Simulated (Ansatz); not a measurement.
# IrO2 (P4_2/mnm): one cell, many starting occupations (series 2), part 2 of 2

Task: map the metastable states of IrO2 (P4_2/mnm) by varying the start. Cell and atoms stay fixed.

Ansatz 0.2.0; DFT PBEsol+U (U_eff = 3 eV on Ir d, around-mean-field double counting), plane waves, PAW, no spin–orbit coupling unless a run says so.

### 5 Random orbitals: drawn by pairs, second filling

Contents of input.yaml:

```yaml
crystal:
  lattice:
    - [4.49900026, 0.0, 0.0]
    - [0.0, 4.49900026, 0.0]
    - [0.0, 0.0, 3.14600018]
  atoms:
    - { symbol: Ir, position: [0.0, 0.0, 0.0], spin: 3.0 }
    - { symbol: Ir, position: [0.5, 0.5, 0.5], spin: 3.0 }
    - { symbol: O, position: [0.311, 0.311, 0.0] }
    - { symbol: O, position: [0.189, 0.811, 0.5] }
    - { symbol: O, position: [0.689, 0.689, 0.0] }
    - { symbol: O, position: [0.811, 0.189, 0.5] }
basis:
  ecutwfc: 420
  ecutrho_ratio: 4
kpoints:
  mp_grid: { grid: [4, 4, 6] }
hamiltonian:
  xc: pbesol
  hubbard:
    sites:
      - { site: 0, l: d, u_eff: 3.0, starting_ns: [{ spin: up, occupation_matrix: s0up }, { spin: down, occupation_matrix: s0down }] }
      - { site: 1, l: d, u_eff: 3.0, starting_ns: [{ spin: up, occupation_matrix: s1up }, { spin: down, occupation_matrix: s1down }] }
    double_counting: amf
    occupation_matrices:
      s0up:
        matrix:
          - [0.97, 0.0, 0.0, 0.0, 0.0]
          - [0.0, 0.25587, 0.0, 0.41042, 0.0]
          - [0.0, 0.0, 0.97, 0.0, 0.0]
          - [0.0, 0.41042, 0.0, 0.73413, 0.0]
          - [0.0, 0.0, 0.0, 0.0, 0.97]
      s0down:
        matrix:
          - [0.02, 0.0, 0.0, 0.0, 0.0]
          - [0.0, 0.25587, 0.0, -0.41042, 0.0]
          - [0.0, 0.0, 0.02, 0.0, 0.0]
          - [0.0, -0.41042, 0.0, 0.73413, 0.0]
          - [0.0, 0.0, 0.0, 0.0, 0.02]
      s1up:
        matrix:
          - [0.97, 0.0, 0.0, 0.0, 0.0]
          - [0.0, 0.25587, 0.0, 0.41042, 0.0]
          - [0.0, 0.0, 0.97, 0.0, 0.0]
          - [0.0, 0.41042, 0.0, 0.73413, 0.0]
          - [0.0, 0.0, 0.0, 0.0, 0.97]
      s1down:
        matrix:
          - [0.02, 0.0, 0.0, 0.0, 0.0]
          - [0.0, 0.25587, 0.0, -0.41042, 0.0]
          - [0.0, 0.0, 0.02, 0.0, 0.0]
          - [0.0, -0.41042, 0.0, 0.73413, 0.0]
          - [0.0, 0.0, 0.0, 0.0, 0.02]
    ns_hold: { iters: 5 }
scf:
  occupations: { method: gaussian, width: 0.05 }
  lower_state_search: "off"
  max_iter: 150
output:
  forces: true
  stress: true
  eigenvalues: true
  populations: true
  hubbard: { sites: [{ site: 0, l: d }, { site: 1, l: d }] }
magnetization:
  spin_polarized: true
```

The typed matrices put 0.97 on the chosen orbitals and 0.02 on the others, and are held for 5 cycles.

Started as:

```console
> ansatz run input.yaml --threads 4 --pin off --max-ram 6144MiB --backend cpu --events-out ev --progress --plain --runs-dir out
```

Log (excerpt; [...] marks lines left out):

```text
Warning: crystal.symmetry: narrowed to the stabiliser of the occupation matrices — unitary ops 16 → 4; lowered by the specified shells (site 0, l: d), (site 1, l: d); largest admitted image defect 4.4e-16, smallest excluded 7.1e-1 — at a splitting's scale: the group the occupation [...]
Warning: RAYON_NUM_THREADS=4 ignored (pool sized by the plan → 4); use --threads N
Ir: projections on atomic orbitals take those of the free atom [Kr 4d10 4f14] 5s2 5p6 5d7 6s2, of charge +0.00 (hamiltonian.pseudopotentials.projection_atoms); the dataset's partial waves leave at most 8.4e-5 of an orbital's norm unspanned inside its sphere
O: projections on atomic orbitals take those of the free atom [He] 2s2 2p4, of charge +0.00 (hamiltonian.pseudopotentials.projection_atoms); the dataset's partial waves leave at most 1.9e-8 of an orbital's norm unspanned inside its sphere
[...]
Pseudopotentials: kind: paw
Pseudopotential: Ir, paw, valence charge 17, recommended cutoff 420 eV (normal), Ir.paw.azcp
Pseudopotential: O, paw, valence charge 6, recommended cutoff 420 eV (normal), O.paw.azcp
Functional definition: PBEsol
[...]
Crystal: 6 atoms, lattice volume = 63.678 Å³
Basis set: ecut = 420 eV, 1243 PW (Γ), exchange–correlation on 64×64×48 points (8 copies of the dense FFT grid, shifted against one another)
[...]
WARN: the starting moments were not kept: the SCF closed with an absolute magnetisation of 1.3e-5 μB, where they sum to 6 μB in size (2 sites). That is at most 0.1 of that sum. Measured as dr2_m measures the in/out step, that magnetisation stands 4.2e-11 eV from none, at or under the [...]
WARN: hamiltonian.hubbard: on 4 of 4 specified blocks the occupation matrix of this SCF's result fails the test of the specified filling. At site 0 ↑ (sites count from 0 in the list of atoms of the cell that this SCF solves) the least filled combination of the orbitals specified full has [...]
  spilling = 0.004368 (of n_electrons = 58.000000)
--- Occupation matrices: 2 shells (run DFT+U table (all-electron-ortho-atomic); ε = 5.83e-4) ---
  Ir0 d_5D: site group D2h (mmm)
  Ir0 d_5D up     Tr n = 3.5160  λ = 0.397 0.419 0.836 0.889 0.974  [xz 0.50 B3g(1.00) | xy 0.65 Ag(1.00) | x2-y2 1.00 B1g(1.00) | yz 0.50 B2g(1.00) | z2 0.65 Ag(1.00)]
  Ir0 d_5D dn     Tr n = 3.5160  λ = 0.397 0.419 0.836 0.889 0.974  [yz 0.50 B3g(1.00) | xy 0.65 Ag(1.00) | x2-y2 1.00 B1g(1.00) | xz 0.50 B2g(1.00) | z2 0.65 Ag(1.00)]
  specified occupation → Ir0 d_5D up: matrix, ‖Δ‖_F = 1.0142, Tr Δ = +0.3840, displaced = 0.9147, d_λ = 0.6854; orbital distance = 1.1173
  specified occupation → Ir0 d_5D dn: matrix, ‖Δ‖_F = 1.4411, Tr Δ = -2.4660, displaced = 1.4484, d_λ = 1.3128; orbital distance = 1.4142
  Ir1 d_5D: site group D2h (mmm)
  Ir1 d_5D up     Tr n = 3.5160  λ = 0.397 0.419 0.836 0.889 0.974  [xz 0.50 B3g(1.00) | xy 0.65 Ag(1.00) | x2-y2 1.00 B1g(1.00) | yz 0.50 B2g(1.00) | z2 0.65 Ag(1.00)]
  Ir1 d_5D dn     Tr n = 3.5160  λ = 0.397 0.419 0.836 0.889 0.974  [yz 0.50 B3g(1.00) | xy 0.65 Ag(1.00) | x2-y2 1.00 B1g(1.00) | xz 0.50 B2g(1.00) | z2 0.65 Ag(1.00)]
  specified occupation → Ir1 d_5D up: matrix, ‖Δ‖_F = 1.0142, Tr Δ = +0.3840, displaced = 0.9147, d_λ = 0.6854; orbital distance = 1.1173
  specified occupation → Ir1 d_5D dn: matrix, ‖Δ‖_F = 1.4411, Tr Δ = -2.4660, displaced = 1.4484, d_λ = 1.3128; orbital distance = 1.4142
  Tr n, λ and their labels are of the run-group-symmetrised matrices; stabiliser: 32 of 32 elements of G0×{1,Θ} (closed), max defect 4.8e-6 at τ = 1.2e-4
```

It took 6.4 s on 4 threads of Arm Neoverse V2, shared host; peak memory 0.52 GiB.

Result: no gap, pressure -0.7 GPa, no moment over 0.05 μB in any sphere, largest force component 0.43 eV/Å, 4 symmetry operations imposed. The program reports that the typed filling wasn't kept.

How the shells are filled (orbitals counted by the eigenvalues of the occupation matrices):

```csv
shell,channel,electrons,over 0.8,0.2 to 0.8,under 0.2
Ir 5d (atom 1),up,3.52,3,2,0
Ir 5d (atom 1),down,3.52,3,2,0
```

### 6 All runs side by side

What follows sums up all 2 parts.

Energies count from the lowest free state and have the smearing extrapolated to zero.

| start | energy (meV/atom) | gap (eV) | pressure (GPa) | largest moment (μB) | SCF cycles | time |
| --- | --- | --- | --- | --- | --- | --- |
| random orbitals: drawn by pairs, first filling (earlier series) | 0.0 | metal | -0.7 | 0.00 | 23 | 5.5 s |
| random orbitals: fully mixed, first filling | 0.0 | metal | -0.7 | 0.00 | 19 | 4.3 s |
| random orbitals: fully mixed, one electron fewer | 0.0 | metal | -0.7 | 0.00 | 35 | 13 s |
| random orbitals: single harmonics, second filling | 0.0 | metal | -0.7 | 0.00 | 35 | 11 s |
| random orbitals: drawn by pairs, second filling | 0.0 | metal | -0.7 | 0.00 | 18 | 6.4 s |

The 5 free runs end within about 1 meV/atom of each other. Around-mean-field double counting penalises high spin, so low-spin or metallic winners can come from that choice. The lowest state found need not be the ground state, and the geometry wasn't relaxed for any of them. Spin–orbit coupling is left out.
